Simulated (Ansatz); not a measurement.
Computed with DFT PBE, scalar-relativistic, plane waves, PAW in Ansatz 0.2.0. Settings: cutoff 420 eV, Γ-centred meshes spaced at most about 0.3 Å⁻¹, and about 0.25 Å⁻¹ or finer for metals (2π included), Gaussian smearing. No spin polarisation in the final relaxations.

Temperature and zero-point effects are left out.

Compare these two cells of GaP₄, each relaxed at this level.

A.

```
Ga P
1.0
     5.78056    0.00000    0.00000
     0.00000    5.78056    0.00000
     0.00000    0.00000    2.47524
Ga P
1 4
Direct
  0.00000 0.00000 0.00000
  0.79541 0.50000 0.00000
  0.20459 0.50000 0.00000
  0.50000 0.79541 0.00000
  0.50000 0.20459 0.00000
```

B.

```
Ga P
1.0
     9.01576    0.00000    0.00000
     0.00000    9.01576    0.00000
     0.00000    0.00000    9.01576
Ga P
2 8
Direct
  0.00000 0.00000 0.00000
  0.50000 0.50000 0.50000
  0.31197 0.31197 0.31197
  0.68803 0.68803 0.31197
  0.68803 0.31197 0.68803
  0.31197 0.68803 0.68803
  0.81197 0.81197 0.18803
  0.18803 0.18803 0.18803
  0.81197 0.18803 0.81197
  0.18803 0.81197 0.81197
```

**Question.** Which would you expect to be lower, and how large is the difference?

**Answer.** A is lower, by 0.69 eV/atom. A has space group P4/mmm (No. 123), 16.5 Å³/atom and no gap on its mesh; B has space group Pn-3m (No. 224), 73.3 Å³/atom and no gap. Counting P atoms around Ga (those within 1.25 times the shortest such distance or 1.15 times the sum of covalent radii, 1.27 where that leaves under three; the shortest distance is added where it exceeds 1.18 times the sum of covalent radii), A has Ga 8 from 3.1 Å and B has Ga 4 from 2.9 Å. A holds P–P bonds in all directions (shortest 2.37 Å); B holds P–P pairs (shortest 1.94 Å). The denser one is the lower, and pressure would at first widen the difference. Even the lower one lies +0.24 eV/atom against the reference forms of the elements (uncorrected), so neither is stable at this level. In A, Ga is surrounded by 2 Ga at 2.48 Å and 8 P at 3.12 Å; P has 5 P at 2.37–2.48 Å and 2 Ga at 3.12 Å. In B, Ga is surrounded by 4 P at 2.94 Å; P has 1 P at 1.94 Å and 1 Ga at 2.94 Å. Both come from invented guesses. A third cell relaxed alike, in Cmmm, lies 40 meV/atom below the lower of the two.

In P4/mmm an odd number of electrons in the primitive cell allows no gap without spin; a larger cell or a magnetic state could open one. A magnetic state wasn't ruled out in cells without spin, among them P4/mmm, Pn-3m. Cells relaxed within their symmetry can be saddle points.

The preference for A probably reflects phosphorus's reluctance to form multiple bonds. The 1.94 Å pairs in B are close to molecular P₂, with strong π character, whereas heavier p-block elements generally gain more from several σ bonds than from π overlap. B also leaves Ga poorly bound, since its contacts at 2.94 Å are much longer than a normal Ga–P bond.

A recovers σ bonding in an extended phosphorus network, but its P–P distances of 2.37–2.48 Å are stretched relative to ordinary single bonds. With five such neighbours per P, this suggests delocalised, multicentre bonding rather than localised electron pairs. Ga bonds mainly to Ga along the short axis, while its eight P contacts are weak despite their number.

Neither cell therefore contains the short, polar Ga–P bonds that stabilise zinc-blende GaP, which helps explain why even A lies above the elements. Because GaP forms exothermically, decomposition into GaP and phosphorus should be more favourable still than decomposition into the elements. The energy ordering thus ranks two unfavourable bonding patterns and does not identify a ground state for GaP₄.
